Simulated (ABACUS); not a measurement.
**Au under changes of volume**

One of the cells (16.855 Å³/atom); the others are scaled copies at fixed shape and fractional positions:

```xyz
1
Lattice="0.0000 2.0350 2.0350 2.0350 0.0000 2.0350 2.0350 2.0350 0.0000" Properties=species:S:1:pos:R:3 pbc="T T T"
Au    0.0000    0.0000    0.0000
```

* Program: ABACUS 3.10.1
* Functional: PBEsol
* Potentials or basis: PseudoDojo NC SR 0.4.1 PBEsol standard
* Cutoff: 1034 eV
* Density cutoff: 4136 eV
* Basis: plane waves
* k mesh: 11 × 11 × 11
* Occupations: fermi-dirac, width 0.05 eV
* Spin: no spin polarisation

```tsv
volume (Å³/atom)	energy over the lowest point (meV/atom)	pressure (GPa)
15.843	48.33	14.8
16.181	22.55	9.7
16.518	?	?
16.855	0.00	1.3
17.192	0.91	-2.1
17.529	8.62	-5.1
17.866	22.26	-7.8
```

Task: What does the run at 16.518 Å³/atom give?

Result: Energy over the lowest point 6.85 meV/atom; pressure 5.2 GPa.

Worked out: A Birch-Murnaghan fit of order 3 (a polynomial in V^(-2/3)) to the other rows has its minimum at 16.98 Å³/atom with B0 = V·E''(V) = 177 GPa and B' = 5.5. It gives 6.87 meV/atom at 16.518 Å³/atom, against the run's 6.85, and -dE/dV = 5.3 GPa, against 5.2.

Energies are extrapolated to zero smearing.
